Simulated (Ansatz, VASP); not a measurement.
MgO in VASP and in Ansatz

```xyz
2
Lattice="0.0000 2.0970 2.0970 2.0970 0.0000 2.0970 2.0970 2.0970 0.0000" Properties=species:S:1:pos:R:3 pbc="T T T"
Mg    0.0000    0.0000    0.0000
O     2.0970    2.0970    2.0970
```

The cell is a database's computed one.

Alike in both runs: task single point; functional PBE; k mesh 11 × 11 × 11; occupations gaussian, width 0.022 eV; no spin polarisation.

|  | VASP | Ansatz |
| --- | --- | --- |
| version | VASP 6.6.1 | Ansatz 0.2.0 |
| potentials or method | VASP PAW PBE potentials, release 64 (Mg, O), cutoff 520 eV | all-electron LAPW, scalar-relativistic |

|  | VASP | Ansatz | Ansatz less VASP |
| --- | --- | --- | --- |
| gap on the k mesh at the Fermi level (eV) | 4.85 | 4.86 | +0.011 |
| least direct gap on the mesh (eV) | 4.85 | 4.86 | +0.011 |
| pressure (GPa) | 6.2 | 7.0 | +0.78 |

Ansatz ran all-electron here, so the differences hold the error of VASP's frozen core and of both bases.

As with any semilocal functional, this PBE gap is likely too small.
